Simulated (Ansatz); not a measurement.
Runs of Ansatz 0.2.0 on Hf. The structure is hexagonal, space group P6_3/mmc (No. 194). The conventional cell has a = 3.197 Å, b = 3.197 Å, c = 5.058 Å, α = 90.00°, β = 90.00°, γ = 120.00°. Hf (site symmetry -6m2) has 12 Hf at 3.13 to 3.20 Å as nearest neighbours. 

| level | cutoff (eV) | gap on the mesh (eV) | pressure (GPa) |
| --- | --- | --- | --- |
| revPBE | 420 | none | (b) |
| PBE | 420 | none | 1.4 |
| BLYP | 420 | none | 4.2 |
| r2SCAN | 500 | none | 0.3 |
| PBEsol | 420 | none | (a) |

Alike in all rows: task band structure; potentials or basis Ansatz PAW; no spin polarisation; cell as given; k mesh 6 × 6 × 3; smearing fermi-dirac 0.05 eV; the mesh is coarse, so values aren't converged.

Task: Estimate the missing entries.

Result: (a) -3.1; (b) 3.4.

Caveats: all runs use coarse meshes; spin-orbit coupling is left out, which moves the levels of the heavy elements; the PAW data sets come from PBE, with cores solved anew for the run's functional, which leaves a small shift of forces and pressure (some runs).

A k mesh can miss the band edges, and the runs leave out spin-orbit coupling on Hf.

A gap of «none» marks a metal or a gap under the smearing width.
